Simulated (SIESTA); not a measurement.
Crystal: Zn.

```
Zn
1.0
    -1.56904    1.56904    1.56904
     1.56904   -1.56904    1.56904
     1.56904    1.56904   -1.56904
Zn
1
Direct
  0.00000 0.00000 0.00000
```

This isn't the form of Zn at room conditions, which is hcp.

* Program: SIESTA 5.4.2
* Task: single point
* Functional: PBE
* Potentials or basis: PseudoDojo 0.4 standard (PBE files)
* Basis: DZP (energy shift 0.002 Ry)
* Grid cutoff: 800 Ry
* Energy shift: 0.002 Ry
* k mesh: 12 × 12 × 12
* Occupations: fermi-dirac, width 0.05 eV
* Spin: no spin polarisation

On this cell: pressure -4.3 GPa; band gap on the k mesh none (metal or under the smearing width).

The same run follows on a disturbed copy (cell strained at random at fixed volume):

```
Zn
1.0
    -1.52714    1.56173    1.52690
     1.48647   -1.65878    1.58329
     1.56585    1.69749   -1.62395
Zn
1
Direct
  0.01976 0.99531 0.01093
```

Q: What changes?

A: The energy (extrapolated to zero smearing) moves by -4.0 meV/atom; pressure -3.7 GPa; band gap on the k mesh none (metal or under the smearing width).

Stress tensor (GPa, compression positive):
```
-5.09  0.38  0.55
 0.38 -2.69 -0.47
 0.55 -0.47 -3.34
```

The energy falls, though the first cell shows no forces: that form is unstable against this distortion, unless noise or another electronic state is at work.

Caveats: semicore shells carry a single zeta, which can move pressures by several GPa and volumes by a few percent; the valence orbitals were made in a potential fitted to the semicore shell under them, which widens gaps by tenths of an eV or more; the basis of atomic orbitals isn't converged, which shifts pressures, moduli and gaps.
